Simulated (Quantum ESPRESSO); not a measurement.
# Al: single point with PBEsol

Al:

```
CELL_PARAMETERS angstrom
0.00000 2.02481 2.02481
2.02481 0.00000 2.02481
2.02481 2.02481 0.00000
ATOMIC_POSITIONS crystal
Al 0.00000 0.00000 0.00000
```

- Program: Quantum ESPRESSO 7.5
- Task: single point
- Functional: PBEsol
- Potentials or basis: GBRV 1.5 PBEsol
- Cutoff: 612 eV
- Density cutoff: 4898 eV
- k mesh: 11 × 11 × 11
- Occupations: fermi-dirac, width 0.05 eV
- Spin: no spin polarisation
- Mixing beta: 0.5
- Most SCF iterations: 120
- SCF threshold: 2e-10 Ry

The pressure is -2.0 GPa. The band gap on the k mesh is none (metal or under the smearing width).

Levels at points of the mesh, in eV from the Fermi level:
| k point | band 1 | band 2 | band 3 | band 4 |
| --- | --- | --- | --- | --- |
| (0.00, 0.00, 0.00) | -11.13 | 12.56 | 12.56 | 13.78 |

Wall time 3.8 s on 2 MPI ranks on Arm Neoverse V1 (shared host), peak memory 0.1 GiB a rank.
